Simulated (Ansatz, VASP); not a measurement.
**One calculation of Pb, two programs**

```xyz
2
Lattice="3.5402 0.0000 0.0000 -1.7701 3.0659 0.0000 0.0000 0.0000 5.8040" Properties=species:S:1:pos:R:3 pbc="T T T"
Pb    0.0000    2.0439    1.4510
Pb    1.7701    1.0220    4.3530
```

Alike in both runs: task single point; functional revPBE; k mesh 11 × 11 × 6; occupations fermi-dirac, width 0.1 eV; no spin polarisation.

|  | VASP | Ansatz |
| --- | --- | --- |
| version | VASP 6.6.1 | Ansatz 0.2.0 |
| potentials or method | VASP PAW PBE potentials, release 64 (Pb_d) | plane waves (420 eV) with PAW, scalar-relativistic |
| plane-wave cutoff (eV) | 520 | 420 |
| valence electrons in the cell | 28 | 28 |

|  | VASP | Ansatz | Ansatz less VASP |
| --- | --- | --- | --- |
| pressure (GPa) | 1.4 | 1.4 | +0.04 |
| largest component of the traceless stress (GPa) | 0.13 | 0.13 | +0.003 |

The functional is the same, so the differences come from potentials, cutoffs and numerics.

Caveats: the PAW data sets were made with another functional, which shifts forces and pressure a little (VASP). The runs have no spin-orbit coupling, so splittings on Pb are missing.
